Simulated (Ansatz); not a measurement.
## TlBr at 1.8 GPa (stress–strain coefficients): relaxed-ion elastic tensor

Computed with DFT LDA, scalar-relativistic, plane waves, PAW (Ansatz 0.2.0). Cutoff 420 eV, 8×8×8 k-points (Γ-centred), fixed occupations. No spin polarisation.

The cell is fixed (symmetry leaves no force on the atoms) and stands under 1.8 GPa:
```
Tl Br
1.0
     3.77800    0.00000    0.00000
     0.00000    3.77800    0.00000
     0.00000    0.00000    3.77800
Tl Br
1 1
Cartesian
  0.0000 0.0000 0.0000
  1.8890 1.8890 1.8890
```

The cell is the ideal cubic caesium chloride prototype. Spin–orbit coupling is left out, which can shift energies with elements as heavy as these.

Question: Give the relaxed-ion elastic constants (GPa, Voigt order xx yy zz yz xz xy, on the axes of the cell above).

Answer:
C11 = 59.9, C12 = 34.2, C13 = 34.2, C22 = 59.9, C23 = 34.2, C33 = 59.9, C44 = 18.5, C55 = 18.5, C66 = 18.5 GPa; the others vanish.

Question: Is the crystal stable against homogeneous strain?

Answer: Yes: the least eigenvalue of the tensor is 18.5 GPa.

Question: And the moduli of a polycrystal (Hill averages)?

Answer: B = 43 GPa, G = 16 GPa, E = 43 GPa, ν = 0.33.